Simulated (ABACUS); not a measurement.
**GaN in ABACUS: the effect of functional**

GaN:

```xyz
2
Lattice="0.0000 2.2384 2.2384 2.2384 0.0000 2.2384 2.2384 2.2384 0.0000" Properties=species:S:1:pos:R:3 pbc="T T T"
Ga    0.0000    0.0000    0.0000
N     1.1192    1.1192    1.1192
```

The cell is a database's computed one.

The cell isn't the ideal one: volume scaled by 0.98.

Alike in all runs:

| Property | Result |
| --- | --- |
| Program | ABACUS 3.10.1 |
| Task | equation of state |
| Potentials or basis | SG15 ONCV 1.2 PBE |
| Cutoff | 1143 eV |
| Density cutoff | 4572 eV |
| Basis | plane waves |
| k mesh | 7 × 7 × 7 |
| Occupations | fermi-dirac, width 0.05 eV |
| Spin | no spin polarisation |

```csv
functional,gap on the mesh (eV),pressure (GPa)
LDA,1.67,-0.7
PBE,1.91,9.4
PBEsol,1.78,4.2
WC,1.78,4.4
RPBE,2.03,13.6
SCAN,1.93,1.4
TPSS,?,?
```

Problem. What does the run with functional TPSS give?

Solution. gap on the mesh 1.87 eV; pressure 8.4 GPa.

Caveats: the potentials were made for another functional, which shifts forces and pressure (some runs).

